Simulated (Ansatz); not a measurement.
# Nickel, bcc under r²SCAN: ground state and equation of state

What does r²SCAN give for nickel in the bcc structure? We relax it, solve it on a dense k-mesh, switch on spin-orbit coupling, then scale the cell to 7 volumes from 88 to 112 % of the relaxed one and try a fit of the equation of state. The start is ferromagnetic. The k-meshes are 16×16×16 for the relaxation; 26×26×26 for the dense run; 16×16×16 for spin-orbit coupling; 18×18×18 for the volumes.

This is Ni in the bcc structure; at room conditions it is fcc.

Method: DFT r2SCAN, plane waves (500 eV) with PAW, scalar-relativistic; the PAW data stem from PBE, with regenerated cores, in Ansatz 0.2.0.

## Step 1: The structure to begin with

Symmetry: Im-3m, No. 229, cubic system. Conventional cell: a = 2.797 Å, b = 2.797 Å, c = 2.797 Å, α = 90.00°, β = 90.00°, γ = 90.00°. Ni (site symmetry m-3m) has 8 Ni at 2.42 Å as nearest neighbours.

Coordinates:

```cif
data_structure
_symmetry_space_group_name_H-M 'Im-3m'
_symmetry_Int_Tables_number 229
_cell_length_a 2.7969
_cell_length_b 2.7969
_cell_length_c 2.7969
_cell_angle_alpha 90.000
_cell_angle_beta 90.000
_cell_angle_gamma 90.000
_cell_volume 21.88
loop_
_atom_site_label
_atom_site_type_symbol
_atom_site_symmetry_multiplicity
_atom_site_Wyckoff_symbol
_atom_site_fract_x
_atom_site_fract_y
_atom_site_fract_z
_atom_site_occupancy
Ni1 Ni 2 a 0.00000 0.00000 0.00000 1
```

The atoms start with moments of +0.8 μB.

## Step 2: Relaxation of the cell

Input file input.yaml:

```yaml
crystal:
  lattice:
    - [-1.3984527048, 1.3984527048, 1.3984527048]
    - [1.3984527048, -1.3984527048, 1.3984527048]
    - [1.3984527048, 1.3984527048, -1.3984527048]
  atoms:
    - { symbol: Ni, position: [0.0, 0.0, 0.0], spin: 0.8 }
hamiltonian:
  xc: r2scan
  pseudopotentials:
    kind: paw
    azcp:
      Ni: "pseudopotentials/Ni.paw.azcp"
basis:
  ecutwfc: 500
  fft_grid_basis: typed
kpoints:
  mp_grid: { grid: [16, 16, 16], shift: [0, 0, 0] }
magnetization:
  spin_polarized: true
scf:
  occupations: { method: fermi_dirac, width: 0.05 }
relax:
  max_steps: 60
  f_tol: 0.01
  cell: {}
```

The run is started by

```sh
$ ansatz run input.yaml --threads 1 --pin off --max-ram 3584MiB --backend cpu --events-out ev --progress --plain --runs-dir out
```

Log:

```text
Engine: ansatz 0.2.0, x86_64-unknown-linux-gnu
Pseudopotentials: kind: paw
Pseudopotential: Ni, paw, valence charge 18, recommended cutoff 500 eV (meta_gga), <dir>
Functional definition: r2SCAN
  parameter k0 = 0.174
  parameter k1 = 0.065
  parameter a1 = 4.9479
  exchange = r2scan_x(k0 = k0, k1 = k1, a1 = a1)
  correlation = r2scan_c
Crystal: 1 atoms, lattice volume = 10.940 Å³
Basis set: ecut = 500 eV, 321 PW (Γ), exchange–correlation on 72×72×72 points (64 copies of the dense FFT grid, shifted against one another)
Bands: 14, of which v1, the nominal top of the filled ones, is band 9 counted from 1 (8 counted from 0)
Symmetry: 48 space group operations
Space group: Im-3m (ITA 229), of the structure as read, at distance tolerance 2.2e-5 Å
Magnetic group: BNS 229.140 (UNI 1642), of the structure as read, at distance tolerance 2.2e-5 Å
k-points: 145 of 4096
Non-local potential: Ni, projectors of the file, l = 0: 3, l = 1: 2, l = 2: 3, l = 3: 1
PAW form: soft (Blöchl's): semilocal exchange-correlation on the pseudo side does not see the compensation charge
PAW frozen core: Ni, regenerated for the run's functional (the file was generated under x = pbe(κ = 0.804, μ = 0.2195149727645171), c = pbe(β = 0.06672455060314922))
PAW one-centre angular grid: Ni, 590 points (default); XC on 160 Gauss nodes
Initial density: superposition of atomic densities (chi_scale 0.1, normalization cell)
Starting moments: Σ|m| = 0.8 μB on 1 of 1 site
Initial wavefunctions: pseudopotential atomic-orbital guess
Functional: x = r2scan, c = r2scan; τ floored in thin density (d = 2e-4 eV/Å³)
iter 1 solved again at ethr=1.53e-3 eV; its pass at ethr=3.10e-3 eV (dr2=2.76e-1 eV) is discarded
SCF iter   1: F=—  HF=-5844.230175 eV  |F-HF|=—  |Δ(HF+E_count)|=         —  Δρ=4.95e-2 (↑1.43e-2 ↓4.95e-2)  dr2=1.43e-1  dr2_τ=4.38e-3  dr2_m=8.58e-2  M=0.825 μB ∫|m|=0.883 μB  β_m=1.00  ethr=1.53e-3  ⟨swp⟩=3.6  Hψ=31349  notcnv=0  defer=1
Mixer restart at iter 1: flushing history
preconditioner: auto → none  [metal: Δε(μ)=0.013 eV  Ē_g=17.017 eV  σ=0.050 eV  W_gap=0.06  n_scr=0 (ndim 8)  ℏωp=35.5 eV  f_vac=0.000  D(μ)=2.68/eV (n_scr^D=54)]
SCF iter   2: F=—  HF=-5844.219786 eV  |F-HF|=—  |Δ(HF+E_count)|=         —  Δρ=2.04e-2 (↑2.04e-2 ↓1.52e-2)  dr2=5.34e-2  dr2_τ=3.37e-4  dr2_m=1.65e-3  M=0.807 μB ∫|m|=0.913 μB  β_m=1.00  ethr=7.95e-4  ⟨swp⟩=4.3  Hψ=10212  notcnv=0  defer=27
Mixer restart at iter 2: flushing history
SCF iter   3: F=—  HF=-5844.598916 eV  |F-HF|=—  |Δ(HF+E_count)|=   3.79e-1  Δρ=1.27e-2 (↑7.68e-3 ↓1.27e-2)  dr2=1.72e-2  dr2_τ=2.23e-4  dr2_m=8.48e-4  M=0.779 μB ∫|m|=0.905 μB  β_m=1.00  ethr=2.97e-4  ⟨swp⟩=3.6  Hψ=9901  notcnv=0  defer=134  κ⁻¹=1.0e0(r=1)
SCF iter   4: F=—  HF=-5844.965846 eV  |F-HF|=—  |Δ(HF+E_count)|=   3.67e-1  Δρ=1.39e-2 (↑6.14e-3 ↓1.39e-2)  dr2=2.27e-2  dr2_τ=7.25e-5  dr2_m=1.72e-3  M=0.733 μB ∫|m|=0.873 μB  β_m=1.00  ethr=9.57e-5  ⟨swp⟩=2.9  Hψ=9047  notcnv=0  defer=134  κ⁻¹=1.4e-1(r=2)
SCF iter   5: F=—  HF=-5844.697624 eV  |F-HF|=—  |Δ(HF+E_count)|=   2.68e-1  Δρ=1.85e-2 (↑9.56e-3 ↓1.85e-2)  dr2=4.13e-2  dr2_τ=1.15e-4  dr2_m=2.31e-3  M=0.768 μB ∫|m|=0.902 μB  β_m=1.00  ethr=9.57e-5  ⟨swp⟩=2.9  Hψ=8401  notcnv=0  defer=134  κ⁻¹=4.7e-2(r=3)
SCF iter   6: F=—  HF=-5845.110289 eV  |F-HF|=—  |Δ(HF+E_count)|=   4.13e-1  Δρ=1.07e-2 (↑2.94e-3 ↓1.07e-2)  dr2=9.70e-3  dr2_τ=2.92e-5  dr2_m=2.10e-3  M=0.677 μB ∫|m|=0.816 μB  β_m=1.00  ethr=9.57e-5  ⟨swp⟩=3.0  Hψ=9683  notcnv=0  defer=134  κ⁻¹=2.3e-3(r=4)
SCF iter   7: F=—  HF=-5845.158173 eV  |F-HF|=—  |Δ(HF+E_count)|=   4.79e-2  Δρ=1.09e-3 (↑1.09e-3 ↓5.80e-4)  dr2=1.56e-4  dr2_τ=5.86e-6  dr2_m=1.40e-5  M=0.629 μB ∫|m|=0.766 μB  β_m=1.00  ethr=5.39e-5  ⟨swp⟩=2.7  Hψ=8987  notcnv=0  defer=144  κ⁻¹=1.2e-3(r=5)
SCF iter   8: F=—  HF=-5845.162446 eV  |F-HF|=—  |Δ(HF+E_count)|=   4.27e-3  Δρ=2.11e-4 (↑1.64e-4 ↓2.11e-4)  dr2=5.01e-6  dr2_τ=2.28e-7  dr2_m=1.44e-6  M=0.623 μB ∫|m|=0.763 μB  β_m=1.00  ethr=8.67e-7  ⟨swp⟩=2.1  Hψ=6997  notcnv=0  defer=144  κ⁻¹=4.5e-4(r=6)
SCF iter   9: F=—  HF=-5845.163938 eV  |F-HF|=—  |Δ(HF+E_count)|=   1.49e-3  Δρ=7.15e-4 (↑2.54e-4 ↓7.15e-4)  dr2=1.54e-5  dr2_τ=8.12e-8  dr2_m=2.26e-5  M=0.621 μB ∫|m|=0.760 μB  β_m=1.00  ethr=2.78e-8  ⟨swp⟩=3.0  Hψ=7054  notcnv=0  defer=144  κ⁻¹=7.5e-6(r=7)
SCF iter  10: F=—  HF=-5845.164655 eV  |F-HF|=—  |Δ(HF+E_count)|=   7.17e-4  Δρ=5.34e-4 (↑1.97e-4 ↓5.34e-4)  dr2=8.22e-6  dr2_τ=4.18e-8  dr2_m=1.31e-5  M=0.619 μB ∫|m|=0.757 μB  β_m=1.00  ethr=2.78e-8  ⟨swp⟩=2.0  Hψ=6637  notcnv=0  defer=144  κ⁻¹=7.3e-7(r=8)
SCF iter  11: F=—  HF=-5845.165278 eV  |F-HF|=—  |Δ(HF+E_count)|=   6.23e-4  Δρ=2.43e-4 (↑6.21e-5 ↓2.43e-4)  dr2=2.73e-6  dr2_τ=1.17e-8  dr2_m=2.07e-6  M=0.614 μB ∫|m|=0.750 μB  β_m=1.00  ethr=2.78e-8  ⟨swp⟩=3.0  Hψ=8077  notcnv=0  defer=144  κ⁻¹=4.1e-7(r=8)
SCF iter  12: F=—  HF=-5845.165262 eV  |F-HF|=—  |Δ(HF+E_count)|=   1.63e-5  Δρ=1.39e-4 (↑2.26e-5 ↓1.39e-4)  dr2=1.33e-6  dr2_τ=2.36e-9  dr2_m=4.89e-7  M=0.615 μB ∫|m|=0.750 μB  β_m=1.00  ethr=1.52e-8  ⟨swp⟩=2.3  Hψ=5744  notcnv=0  defer=144  κ⁻¹=2.7e-7(r=8)
SCF iter  13: F=—  HF=-5845.165285 eV  |F-HF|=—  |Δ(HF+E_count)|=   2.33e-5  Δρ=8.97e-5 (↑5.42e-5 ↓8.97e-5)  dr2=7.98e-8  dr2_τ=3.26e-9  dr2_m=4.83e-7  M=0.614 μB ∫|m|=0.749 μB  β_m=1.00  ethr=7.37e-9  ⟨swp⟩=2.0  Hψ=6737  notcnv=0  defer=144  κ⁻¹=3.4e-8(r=8)
SCF iter  14: F=—  HF=-5845.165286 eV  |F-HF|=—  |Δ(HF+E_count)|=   6.05e-7  Δρ=3.33e-5 (↑1.13e-5 ↓3.33e-5)  dr2=4.20e-8  dr2_τ=3.06e-10  dr2_m=4.67e-8  M=0.614 μB ∫|m|=0.749 μB  β_m=1.00  ethr=4.43e-10  ⟨swp⟩=2.0  Hψ=6762  notcnv=0  defer=144  κ⁻¹=5.1e-8(r=8)
SCF iter  15: F=—  HF=-5845.165286 eV  |F-HF|=—  |Δ(HF+E_count)|=   2.49e-7  Δρ=1.17e-6 (↑8.92e-7 ↓1.17e-6)  dr2=2.92e-10  dr2_τ=2.35e-12  dr2_m=5.91e-12  M=0.614 μB ∫|m|=0.749 μB  β_m=1.00  ethr=2.33e-10  ⟨swp⟩=2.0  Hψ=6479  notcnv=0  defer=144  κ⁻¹=2.4e-7(r=8)
SCF iter  16: F=-5845.165286 eV  HF=-5845.165286 eV  |F-HF|=5.78e-9  |Δ(HF+E_count)|=   3.51e-9  Δρ=4.13e-6 (↑6.89e-7 ↓4.13e-6)  dr2=1.49e-9  dr2_τ=4.70e-12  dr2_m=3.60e-10  M=0.614 μB ∫|m|=0.749 μB  ethr=1.62e-12  ⟨swp⟩=1.9  Hψ=13521  notcnv=0
SCF 1 converged in 16 iterations: F = -5845.165286 eV  dr2 = 1.49e-9
relax step   1: F+E_penalty+E_count = -5845.16528631 eV  Δ(F+E_penalty+E_count) = +0.000e0 eV  max|allowed force component| = 0.000e0 eV/Å  Δτ_max = 0.0000 Å  P = -6.875 GPa  Ω = 10.940 Å³  (16 SCF iters, dr2 threshold 1.00e-7 eV, accepted)
[... 27 lines left out ...]
relax step   2: F+E_penalty+E_count = -5845.17175925 eV  Δ(F+E_penalty+E_count) = -6.473e-3 eV  max|allowed force component| = 0.000e0 eV/Å  Δτ_max = 0.0000 Å  P = -3.512 GPa  Ω = 10.748 Å³  energy of the carried Pulay correction = +2.278e-4 eV  (16 SCF iters, dr2 threshold 1.00e-7 eV, accepted)
[... 15 lines left out ...]
relax step   3: F+E_penalty+E_count = -5845.17398987 eV  Δ(F+E_penalty+E_count) = -2.231e-3 eV  max|allowed force component| = 0.000e0 eV/Å  Δτ_max = 0.0000 Å  P = +0.268 GPa  Ω = 10.555 Å³  energy of the carried Pulay correction = +4.613e-4 eV  (11 SCF iters, dr2 threshold 1.00e-7 eV, accepted)
[... 15 lines left out ...]
relax step   4: F+E_penalty+E_count = -5845.17398474 eV  Δ(F+E_penalty+E_count) = +5.133e-6 eV  max|allowed force component| = 0.000e0 eV/Å  Δτ_max = 0.0000 Å  P = +0.002 GPa  Ω = 10.568 Å³  energy of the carried Pulay correction = +4.456e-4 eV  (9 SCF iters, dr2 threshold 1.00e-7 eV, accepted)
[... 18 lines left out ...]
relax step   5: F+E_penalty+E_count = -5845.17358633 eV  Δ(F+E_penalty+E_count) = +3.984e-4 eV  max|allowed force component| = 0.000e0 eV/Å  Δτ_max = 0.0000 Å  P = -0.044 GPa  Ω = 10.568 Å³  stress off target by 4.41e-2 GPa  SCF on the basis re-selected at this cell (its energy is not comparable with the rows above)  (14 SCF iters)
basis re-selected at this cell: Δ(F+E_penalty+E_count) = +3.984e-4 eV, ΔP = -0.047 GPa vs the last step (what re-selecting the basis moved, of the pressure what is left beyond the Pulay correction that the steps carried, after the strain that the cell walked since its last selection, with what the two solves' SCF thresholds leave and, on support functions, any second-order correction that the steps lacked; it is no measure of the basis error at this ecutwfc). This SCF's stress stands 4.41e-2 GPa from its target on what of the cell is left free (relax.cell.stress_tol is 5.00e-2 GPa) and its largest allowed force component is 0.00e0 eV/Å (relax.f_tol is 1.00e-2 eV/Å): within both
SCF converged after 14 iterations
Stability not checked: this state was not tested for a lower state beside it, because the mixer in use, unlike msr1, does not test its closes by its own steps (another_mixer; see scf.mixing.algorithm and scf.lower_state_search)
Magnetization: 0.5993 μB (9.2996 up, 8.7004 down)
Absolute magnetization: 0.7282 μB (∫|ρ↑−ρ↓|, with the PAW one-centre terms)
Spin contamination: 0.0143 ħ² per cell (⟨S²⟩ above its minimum at these occupations)
Per-site moments (μB) at R_I (Å): [(0.6554662372152915, 0.9877118022362843)]
Free energy (F): -5845.173586 eV
Harris-Foulkes:  -5845.173586 eV  (|F-HF|=9.09e-13)
Internal energy: -5845.163432 eV  (E = F + TS)
E sigma→0 (E₀):  -5845.168509 eV
Entropy (-TS):   -0.010155 eV (-10.155 meV/atom)
Fermi energy:    18.550403 eV
--- Per-component energies (eV) ---
  E_band       = -297.658504
  E_kinetic    = 282.705688
  E_local      = -3398.246812  (includes V_loc(G=0)·N_el)
  E_nonlocal   = 641.672368
  E_hartree    = 1423.434468
  E_xc         = -78.771700
  E_vxc        = -116.924953  (∫ρ·V_xc dr)
  E_paw        = -1645.214393  (= ΣΔE_a)
  E_vpaw       = -562.391690  (= ΣTr[D̂ρ^β])
  E_aug_tail   = 0.000243  (compensation charges beyond the density's cutoff)
  E_vtau       = 8.657714  (kinetic-family band-sum trace: ∫τ·v_τ [+ j·A + Jᵃ·Aᵃ] dr)
  E_ewald      = -3070.443225
  E_core_change = -0.300069  (= ΣΔE_core)
  E_smearing   = -0.010155  (= −TS)
  E_closure    = 0.000000  (closes the sum)
  Σ components = -5845.173586   (vs F -5845.173586, Δ=0.00e0)
--- Forces (eV/Å), atoms counted from 1 ---
  atom   1  Ni    -0.00000000    -0.00000000     0.00000000
  max |Σ_I F_I| component: 1.31e-31 eV/Å
--- Stress (GPa, compression-positive) ---
       -0.044114      -0.000000       0.000000
        0.000000      -0.044114       0.000000
       -0.000000      -0.000000      -0.044114
  P = ⅓ Tr σ = -0.0441 GPa (-0.441 kbar)
--- Relaxed structure (4 steps of the walk, 4 accepted, 1 SCFs on fresh bases) ---
  F+E_penalty+E_count = -5845.17358633 eV   max|allowed force component| = 0.000e0 eV/Å   (the final SCF, on the basis selected at the relaxed cell)
  cell:  # Å, volume = 10.5681 Å³
    - [-1.3824379997645797, 1.3824379997645797, 1.3824379997645797]
    - [1.3824379997645797, -1.3824379997645797, 1.3824379997645797]
    - [1.3824379997645797, 1.3824379997645797, -1.3824379997645797]
  atoms:
    - { symbol: Ni, position: [0.0, 0.0, 0.0] }
```

It took 73 s on 1 thread of Intel Xeon Platinum 8259CL at 2.50GHz (Skylake/Cascade Lake), shared host; peak memory 0.47 GiB.

Relaxation path:

| step | energy change (meV/atom) | largest force (eV/Å) | pressure (GPa) | volume (Å³/atom) |
| --- | --- | --- | --- | --- |
| 1 | 0.00 | 0.0000 | -6.87 | 10.940 |
| 2 | -6.47 | 0.0000 | -3.51 | 10.748 |
| 3 | -8.70 | 0.0000 | 0.27 | 10.555 |
| 4 | -8.70 | 0.0000 | 0.00 | 10.568 |
| 5 | -8.30 | 0.0000 | -0.04 | 10.568 |

Steps that repeat a cell are solved on a basis chosen anew, so their changes of energy are no gain of the relaxation.

The cell of the run, before and after:

|  | before | after | change |
| --- | --- | --- | --- |
| a (Å) | 2.422 | 2.394 | -1.1 % |
| b (Å) | 2.422 | 2.394 | -1.1 % |
| c (Å) | 2.422 | 2.394 | -1.1 % |
| volume (Å³/atom) | 10.940 | 10.568 | -3.4 % |
| shortest distance (Å) | 2.422 | 2.394 | -1.1 % |
| space group (spins left aside) | Im-3m | Im-3m | same |

## Step 3: The energy on a finer k-mesh

Input file input.yaml:

```yaml
crystal:
  lattice:
    - [-1.3824379998, 1.3824379998, 1.3824379998]
    - [1.3824379998, -1.3824379998, 1.3824379998]
    - [1.3824379998, 1.3824379998, -1.3824379998]
  atoms:
    - { symbol: Ni, position: [0.0, 0.0, 0.0], spin: 0.655 }
hamiltonian:
  xc: r2scan
  pseudopotentials:
    kind: paw
    azcp:
      Ni: "pseudopotentials/Ni.paw.azcp"
basis:
  ecutwfc: 500
  fft_grid_basis: typed
kpoints:
  mp_grid: { grid: [26, 26, 26], shift: [0, 0, 0] }
magnetization:
  spin_polarized: true
scf:
  occupations: { method: fermi_dirac, width: 0.05 }
```

The run is started by

```sh
$ ansatz run input.yaml --threads 1 --pin off --max-ram 3584MiB --backend cpu --events-out ev --progress --plain --runs-dir out
```

Log (excerpt; [...] marks lines left out):

```text
[...]
[... 3 set-up lines as earlier in the session ...]
[...]
Crystal: 1 atoms, lattice volume = 10.568 Å³
Basis set: ecut = 500 eV, 249 PW (Γ), exchange–correlation on 72×72×72 points (64 copies of the dense FFT grid, shifted against one another)
Bands: 14, of which v1, the nominal top of the filled ones, is band 9 counted from 1 (8 counted from 0)
[... 2 set-up lines as earlier in the session ...]
Magnetic group: BNS 229.140 (UNI 1642), of the structure as read, at distance tolerance 2.2e-5 Å
k-points: 511 of 17576
[...]
Starting moments: Σ|m| = 0.655 μB on 1 of 1 site
[...]
SCF iter   1: F=—  HF=-5844.179826 eV  |F-HF|=—  |Δ(HF+E_count)|=         —  Δρ=5.62e-2 (↑1.42e-2 ↓5.62e-2)  dr2=1.84e-1  dr2_τ=5.01e-3  dr2_m=9.87e-2  M=0.720 μB ∫|m|=0.766 μB  β_m=1.00  ethr=1.90e-3  ⟨swp⟩=3.7  Hψ=110889  notcnv=0
[...]
SCF iter  16: F=-5845.174832 eV  HF=-5845.174832 eV  |F-HF|=1.61e-8  |Δ(HF+E_count)|=   7.54e-9  Δρ=1.23e-5 (↑6.88e-6 ↓1.23e-5)  dr2=2.32e-8  dr2_τ=2.18e-11  dr2_m=8.21e-10  M=0.629 μB ∫|m|=0.755 μB  ethr=1.00e-12  ⟨swp⟩=1.8  Hψ=49185  notcnv=0
[...]
this state was not tested for a lower state beside it, because the mixer in use, unlike msr1, does not test its closes by its own steps (another_mixer; see scf.mixing.algorithm and scf.lower_state_search)
SCF converged after 16 iterations
Magnetization: 0.6287 μB (9.3144 up, 8.6856 down)
Absolute magnetization: 0.7560 μB (∫|ρ↑−ρ↓|, with the PAW one-centre terms)
Spin contamination: 0.0147 ħ² per cell (⟨S²⟩ above its minimum at these occupations)
Per-site moments (μB) at R_I (Å): [(0.6845253909152108, 0.987711802261591)]
Free energy (F): -5845.174832 eV
[...]
E sigma→0 (E₀):  -5845.170218 eV
Entropy (-TS):   -0.009228 eV (-9.228 meV/atom)
Fermi energy:    18.553820 eV
[...]
```

Run time: 54 s. Hardware: 1 thread of Intel Xeon Platinum 8259CL at 2.50GHz (Skylake/Cascade Lake), shared host; peak memory 0.58 GiB.

## Step 4: A two-component run at the same geometry

Input file input.yaml:

```yaml
crystal:
  lattice:
    - [-1.3824379998, 1.3824379998, 1.3824379998]
    - [1.3824379998, -1.3824379998, 1.3824379998]
    - [1.3824379998, 1.3824379998, -1.3824379998]
  atoms:
    - { symbol: Ni, position: [0.0, 0.0, 0.0], spin: 0.685, spin_axis: [0, 0, 1] }
hamiltonian:
  xc: r2scan
  pseudopotentials:
    kind: paw_fr
    azcp:
      Ni: "pseudopotentials/Ni.paw.azcp"
basis:
  ecutwfc: 500
  fft_grid_basis: typed
kpoints:
  mp_grid: { grid: [16, 16, 16], shift: [0, 0, 0] }
magnetization:
  noncollinear: true
  spin_orbit: true
scf:
  occupations: { method: fermi_dirac, width: 0.05 }
```

The run is started by

```sh
$ ansatz run input.yaml --threads 1 --pin off --max-ram 3584MiB --backend cpu --events-out ev --progress --plain --runs-dir out
```

Log (excerpt; [...] marks lines left out):

```text
[...]
Pseudopotentials: kind: paw_fr
Pseudopotential: Ni, paw_fr, valence charge 18, recommended cutoff 500 eV (meta_gga), <dir>
[... 1 set-up line as earlier in the session ...]
[...]
Crystal: 1 atoms, lattice volume = 10.568 Å³
Basis set: ecut = 500 eV, 249 PW (Γ), exchange–correlation on 72×72×72 points (64 copies of the dense FFT grid, shifted against one another)
Bands: 26, of which v1, the nominal top of the filled ones, is band 18 counted from 1 (17 counted from 0)
Symmetry: 8 space group operations + 8 with time reversal
Magnetic group: BNS 139.537 (UNI 1197), of the structure as read, at distance tolerance 2.2e-5 Å
k-points: 349 of 4096 (time reversal used)
Projection manifold: j_resolved (fully-relativistic pseudo-atomic orbitals)
[...]
Starting moments: Σ|m| = 0.685 μB on 1 of 1 site
[...]
spin-set hold released at iteration 8 (site moments contracting): the magnetisation degrees of freedom join the quasi-Newton model from the next iteration; the mixer history was flushed
[...]
SCF iter  15: F=-5843.647523 eV  HF=-5843.647523 eV  |F-HF|=1.09e-7  |Δ(HF+E_count)|=   7.75e-7  Δρ=1.21e-5  dr2=9.96e-9  dr2_τ=3.31e-11  dr2_m=1.05e-9  ethr=7.18e-11  |M|=5.97e-1 ∫|m|=7.24e-1 μB  |m|>n=0.0e0 m-floor=0.0e0 τ_xc=4.0e-4  ⟨swp⟩=3.9  Hψ=25753  notcnv=0
[...]
SCF converged after 15 iterations
Stability not checked: this state was not tested for a lower state beside it, because the mixer in use, unlike msr1, does not test its closes by its own steps (another_mixer; see scf.mixing.algorithm and scf.lower_state_search)
Magnetization: |M| = 0.5970 μB,  M = (+0.0000, +0.0000, +0.5970) μB
Absolute magnetization: 0.7252 μB (∫|m|, with the PAW one-centre terms)
  site 0: m = (-0.0000, -0.0000, +0.6529) μB, |m| = 0.6529 μB  (R = 0.99 Å)
Free energy (F): -5843.647523 eV
[...]
E sigma→0 (E₀):  -5843.642388 eV
Entropy (-TS):   -0.010272 eV (-10.272 meV/atom)
Fermi energy:    18.553153 eV
[...]
```

It took 93 s on 1 thread of Intel Xeon Platinum 8259CL at 2.50GHz (Skylake/Cascade Lake), shared host; peak memory 0.67 GiB.

With and without spin-orbit coupling:

|  | scalar-relativistic | with spin-orbit coupling |
| --- | --- | --- |
| k-mesh | 26×26×26 | 16×16×16 |
| gap on the mesh | none (levels filled in part) | none (levels filled in part) |
| magnetic state | ferromagnetic | ferromagnetic |

The meshes differ, so small differences between the columns need not come from spin-orbit coupling.

## Step 5: Equation of state: 88 %

Input file input.yaml:

```yaml
crystal:
  lattice:
    - [-1.3247681766, 1.3247681766, 1.3247681766]
    - [1.3247681766, -1.3247681766, 1.3247681766]
    - [1.3247681766, 1.3247681766, -1.3247681766]
  atoms:
    - { symbol: Ni, position: [0.0, 0.0, 0.0], spin: 0.685 }
hamiltonian:
  xc: r2scan
  pseudopotentials:
    kind: paw
    azcp:
      Ni: "pseudopotentials/Ni.paw.azcp"
basis:
  ecutwfc: 500
  fft_grid_basis: typed
kpoints:
  mp_grid: { grid: [18, 18, 18], shift: [0, 0, 0] }
magnetization:
  spin_polarized: true
scf:
  occupations: { method: fermi_dirac, width: 0.05 }
  lower_state_search: "off"
output:
  stress: true
```

The run is started by

```sh
$ ansatz run input.yaml --threads 1 --pin off --max-ram 3584MiB --backend cpu --events-out ev --progress --plain --runs-dir out
```

Log (excerpt; [...] marks lines left out):

```text
[...]
[... 3 set-up lines as earlier in the session ...]
[...]
Crystal: 1 atoms, lattice volume = 9.300 Å³
Basis set: ecut = 500 eV, 225 PW (Γ), exchange–correlation on 72×72×72 points (64 copies of the dense FFT grid, shifted against one another)
Bands: 14, of which v1, the nominal top of the filled ones, is band 9 counted from 1 (8 counted from 0)
[... 1 set-up line as earlier in the session ...]
Space group: Im-3m (ITA 229), of the structure as read, at distance tolerance 2.1e-5 Å
Magnetic group: BNS 229.140 (UNI 1642), of the structure as read, at distance tolerance 2.1e-5 Å
k-points: 195 of 5832
[...]
Starting moments: Σ|m| = 0.685 μB on 1 of 1 site
[...]
this state was not tested for a lower state beside it, because the mixer in use, unlike msr1, does not test its closes by its own steps (another_mixer; see scf.mixing.algorithm and scf.lower_state_search)
SCF converged after 15 iterations
Magnetization: 0.5826 μB (9.2913 up, 8.7087 down)
Absolute magnetization: 0.6843 μB (∫|ρ↑−ρ↓|, with the PAW one-centre terms)
Spin contamination: 0.0109 ħ² per cell (⟨S²⟩ above its minimum at these occupations)
Per-site moments (μB) at R_I (Å): [(0.628360543300968, 0.9465083884251513)]
Free energy (F): -5845.041470 eV
[...]
E sigma→0 (E₀):  -5845.037339 eV
Entropy (-TS):   -0.008261 eV (-8.261 meV/atom)
Fermi energy:    21.714978 eV
[...]
--- Stress (GPa, compression-positive) ---
       38.091948       0.000000       0.000000
        0.000000      38.091948      -0.000000
       -0.000000      -0.000000      38.091948
  P = ⅓ Tr σ = 38.0919 GPa (380.919 kbar)
```

Wall time 16 s (1 thread of Intel Xeon Platinum 8259CL at 2.50GHz (Skylake/Cascade Lake), shared host); peak memory 0.45 GiB.

(Part 1 of 2 ends here.)
